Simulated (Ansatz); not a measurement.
# Binding curve of twisted graphene bilayer, 27.80° (52 atoms)

The cell holds 52 atoms: 52 C. Cell: a = 8.870 Å, b = 8.870 Å, c = 15.530 Å, α = 90.0°, β = 90.0°, γ = 120.0°. It derives from C (graphene). The starting structure: Graphene (a = 2.46 Å) under graphene (a = 2.46 Å), bilayer, commensurate cell of 13 unit cells a layer, twist 27.80 deg; facing planes 3.53 Å apart as built; 12 Å of vacuum; minimised with a classical potential. Regions: layer 1, 26 atoms (26 C); layer 2, 26 atoms (26 C). Vacuum lies along c.

Calculated with Ansatz 0.2.0: Kohn-Sham DFT, RPBE+D3(BJ), PAW (set soft_2), plane waves; cutoff 420 eV, k-mesh 3×3×1, fermi-dirac smearing of 0.05 eV. The upper part is moved rigidly along the normal by z from its relaxed place. Energies are the whole cell less its two frozen parts, over the face of 68.13 Å².

```
shift z (Å)  interaction energy (meV/Å²)
       -0.3                       -14.95
       +0.0                       -17.73
       +0.3                       -16.24
       +0.8                            ?
       +1.6                       -6.686
       +3.0                       -2.590
```

**Question.** Fit the universal binding curve to the rows given and interpolate to the withheld row.

**Working.**

The universal binding curve is E(z) = −D (1 + z/l) exp(−z/l), whose curvature at z = 0 is D/l². The depth is D = 17.73 meV/Å². The three points about zero give the curvature [E(+0.3) + E(−0.3) − 2E(0)] / 0.3² = 47.50 meV/Å⁴, so l = √(D / curvature) = 0.611 Å. At z = 0.8 Å, z/l = 1.309.

Prediction at +0.8: -11.06 meV/Å². The run gave -12.10 meV/Å², so the fit is high by 1.0 meV/Å² (8.6 % of the value).

At the last row, z = 3 Å, the curve gives -0.773 against -2.59 meV/Å² computed: the computed tail is longer than the exponential, as the curve was made for metallic and covalent adhesion, while a dispersion term decays as a power of the distance. Among the rows given, the largest miss of the fit is at +1.6, by 2.0 meV/Å² (13 % of the range of the table).

Limits: The parts are rigid, and they also feel their periodic images through the vacuum.

[Long decimals in the printed logs are rounded to 6 places.]

[Logs are printed without paths, hosts, clocks, repeated set-up lines and the standing remarks that a program may print on its own settings, such as how far it seeks lower states.]

[Hosts, paths, dates, database ids (printed as entryN), source tags and the programs' standing remarks are cut or masked in the printed files.]
